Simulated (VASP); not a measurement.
**VASP 6.6.1 run: PbSe**

INCAR

```
PREC = Medium
LCHARG = .FALSE.
LWAVE = .FALSE.
IBRION = -1
ISMEAR = 2
ISIF = 2
LREAL = .FALSE.
GGA = PE
SIGMA = 0.1
NBANDS = 17
LASPH = .TRUE.
ENCUT = 520
NSW = 0
EDIFF = 1E-7
NELM = 120
```

KPOINTS

```
KPOINTS created by Atomic Simulation Environment
0
Gamma
8 8 8
0 0 0
```

POSCAR

```
Pb Se
 1.0000000000000000
     0.0000000000000000    3.0269281761000002    3.1005512111000000
     3.0269281761000002    0.0000000000000000    3.1005512111000000
     3.0269281761000002    3.0269281761000002    0.0000000000000000
 Pb  Se
   1   1
Cartesian
  0.0000000000000000  0.0000000000000000  0.0000000000000000
  3.0269281760999998  3.0269281760999998  3.1005512110999995
```

The recommended PBE PAW datasets give the neutral cell 20 valence electrons.

Command

```
mpirun -np 1 vasp_std
```

OSZICAR

```
N       E                     dE             d eps       ncg     rms          rms(c)
DAV:   1     0.156960485425E+03    0.15696E+03   -0.94965E+03  2014   0.121E+03
DAV:   2     0.279284726602E+01   -0.15417E+03   -0.14916E+03  2192   0.308E+02
DAV:   3    -0.817709527953E+01   -0.10970E+02   -0.10909E+02  2513   0.877E+01
DAV:   4    -0.843443341594E+01   -0.25734E+00   -0.25713E+00  2527   0.150E+01
DAV:   5    -0.844363348585E+01   -0.92001E-02   -0.91994E-02  2889   0.275E+00    0.280E+00
DAV:   6    -0.816249770235E+01    0.28114E+00   -0.68697E-01  3088   0.575E+00    0.160E+00
DAV:   7    -0.815739781644E+01    0.50999E-02   -0.12037E-01  2464   0.169E+00    0.861E-01
DAV:   8    -0.816071941221E+01   -0.33216E-02   -0.12673E-02  2500   0.124E+00    0.148E-01
DAV:   9    -0.816034317921E+01    0.37623E-03   -0.25614E-03  3137   0.508E-01    0.495E-02
DAV:  10    -0.816039949800E+01   -0.56319E-04   -0.21361E-04  2388   0.853E-02    0.188E-02
DAV:  11    -0.816040601916E+01   -0.65212E-05   -0.64684E-05  2700   0.803E-02    0.897E-03
DAV:  12    -0.816040600488E+01    0.14281E-07   -0.36492E-06  2603   0.131E-02    0.268E-03
DAV:  13    -0.816040602659E+01   -0.21711E-07   -0.15190E-07  2233   0.369E-03
   1 F= -.81604060E+01 E0= -.81604125E+01  d E =0.259310E-04
```

Standard output (part)

```
POSCAR found type information on POSCAR PbSe
 POSCAR found :  2 types and       2 ions
 LDA part: xc-table for (Slater+PW92), standard interpolation
 POSCAR, INCAR and KPOINTS ok, starting setup
 WAVECAR not read
 entering main loop
```

From OUTCAR

```
k-points           NKPTS =     59   k-points in BZ     NKDIM =     59   number of bands    NBANDS=     17

   NELECT =      20.0000    total number of electrons

   dimension x,y,z NGX =    24 NGY =   24 NGZ =   24
   dimension x,y,z NGXF=    30 NGYF=   30 NGZF=   30

  energy-cutoff  :      520.00
  volume of cell :       56.82
      direct lattice vectors                 reciprocal lattice vectors
     0.000000000  3.026928176  3.100551211    -0.165183966  0.165183966  0.161261649
     3.026928176  0.000000000  3.100551211     0.165183966 -0.165183966  0.161261649
     3.026928176  3.026928176  0.000000000     0.165183966  0.165183966 -0.161261649

 k-points in reciprocal lattice and weights: KPOINTS created by Atomic Simulation Env
   0.00000000  0.00000000  0.00000000       0.002
   0.12500000  0.00000000  0.00000000       0.016
   0.25000000  0.00000000  0.00000000       0.016
   0.37500000  0.00000000  0.00000000       0.016
   0.50000000  0.00000000  0.00000000       0.008
   0.12500000  0.12500000  0.00000000       0.004
   0.25000000  0.12500000  0.00000000       0.016
   0.37500000  0.12500000  0.00000000       0.016
   ...

 E-fermi :   5.2683

 k-point     1 :       0.0000    0.0000    0.0000
  band No.  band energies     occupation
      1     -11.6730      2.00000
      2     -11.6702      2.00000
      3     -11.6702      2.00000
      4     -11.6639      2.00000
      5     -11.6578      2.00000
      6      -8.4912      2.00000
      7      -1.1006      2.00000
      8       3.1919      2.00000
      9       3.1919      2.00000
     10       3.3997      2.00000
     11       9.5573      0.00000
     12      10.1045      0.00000
     13      10.1045      0.00000
     14      11.5859      0.00000
     15      11.7309      0.00000
     16      11.7309      0.00000
     17      13.3321      0.00000

 k-point     2 :       0.1250    0.0000    0.0000
  band No.  band energies     occupation
      1     -11.6756      2.00000
      2     -11.6689      2.00000
      3     -11.6681      2.00000
      4     -11.6600      2.00000
      5     -11.6593      2.00000
      6      -8.3709      2.00000
      7      -1.5112      2.00000
      8       3.2454      2.00000
      9       3.3385      2.00000
     10       3.5731      2.00000
     11       8.7074      0.00000
     12       9.2090      0.00000
     13       9.3922      0.00000
     14      11.5060      0.00000
     15      11.9942      0.00000
     16      12.0647      0.00000
     17      14.3661      0.00000

 k-point     3 :       0.2500    0.0000    0.0000
  band No.  band energies     occupation
      1     -11.6834      2.00000
      2     -11.6743      2.00000
      3     -11.6672      2.00000
      4     -11.6518      2.00000
      5     -11.6478      2.00000
      6      -8.0401      2.00000
      7      -2.4097      2.00000
      8       3.3986      2.00000
      9       3.4533      2.00000
     10       4.1242      2.00000
     11       7.2978      0.00000
     12       8.0223      0.00000
     13       8.2158      0.00000
     14      11.7029      0.00000
     15      12.8913      0.00000
     16      12.9046      0.00000
     17      16.2673      0.00000

 ...

  Total        1.4429697      1.4429697      0.3437409      0.0000000      0.0000000      0.0000000
  in kB       40.6906521     40.6906521      9.6932344      0.0000000      0.0000000      0.0000000
  external PRESSURE =      30.3581795 kB  Pullay stress =       0.0000000 kB

 POSITION                                       TOTAL-FORCE (eV/Angst)
 -----------------------------------------------------------------------------------
      0.00000      0.00000      0.00000         0.000000      0.000000      0.000000
      3.02693      3.02693      3.10055        -0.000000      0.000000      0.000000
 -----------------------------------------------------------------------------------
    total drift:                               -0.000000      0.000000      0.000000

  FREE ENERGIE OF THE ION-ELECTRON SYSTEM (eV)
  ---------------------------------------------------
  free  energy   TOTEN  =        -8.1604060266 eV

  energy  without entropy=       -8.1604319576  energy(sigma->0) =       -8.16041251
```

It converged. Results: gap between bands v and c on the k mesh 0.24 eV; least direct gap on the k mesh 0.24 eV; pressure 3.0 GPa. Band v is the last that the valence electrons fill when counted band by band, and c is the next.

For comparison, a separate PBE run of the intended cell, on usual settings and not on those above, gives a gap of 0.24 eV on its mesh and a pressure of 3.0 GPa.

The run above took about 16 s on one core of a shared host (Intel Xeon Platinum 8488C) and held 0.16 GiB at most.
